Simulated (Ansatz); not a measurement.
**What a change of settings does: Ca (dhcp type)**

First run: DFT, PBE, norm-conserving pseudopotentials, Ansatz's default files, scalar-relativistic (Ansatz 0.2.0).

Command: `ansatz run input.yaml --threads 1 --pin off --max-ram 3072MiB --backend cpu --events-out ev --progress --plain --runs-dir out` It took 3.5 s on 1 thread of Intel(R) Xeon(R) 6975P-C (Granite Rapids), on a shared host, peak memory 0.45 GiB.

```yaml
crystal:
  lattice:
    - [2.9434397002, 0.0, 0.0]
    - [-1.4717198501, 2.5490935549, 0.0]
    - [0.0, 0.0, 9.6993571606]
  atoms:
    - { symbol: Ca, position: [0.0, 0.0, 0.0] }
    - { symbol: Ca, position: [0.0, 0.0, 0.5] }
    - { symbol: Ca, position: [0.3333333333, 0.6666666667, 0.25] }
    - { symbol: Ca, position: [0.6666666667, 0.3333333333, 0.75] }
kpoints:
  mp_grid: { grid: [10, 10, 3] }
scf:
  occupations: { method: fermi_dirac, width: 0.08 }
hamiltonian:
  xc: pbe
  pseudopotentials: { kind: nc }
output:
  forces: true
  stress: true
  eigenvalues: true
```

The cell comes from a relaxation on PAW files under the same functional, begun from a prototype that needn't be the stable phase.

This run: volume at 0.43 of the series' base cell.

It converges in 7 SCF iterations at a pressure of 47.5 GPa, cutoff 925 eV.

The input is then changed:

```diff
 scf:
-  occupations: { method: fermi_dirac, width: 0.08 }
+  occupations: { method: cold, width: 0.01 }
+  lower_state_search: full
 hamiltonian:
   eigenvalues: true
+basis:
+  ecutwfc: "450 eV"
```

**Question.** What does the second run give?

**Answer.** It converges in 7 SCF iterations at a pressure of 50.3 GPa, cutoff 450 eV, free energy +1.06 eV/atom against the first run's. More than one line changes, and not each need have an effect.
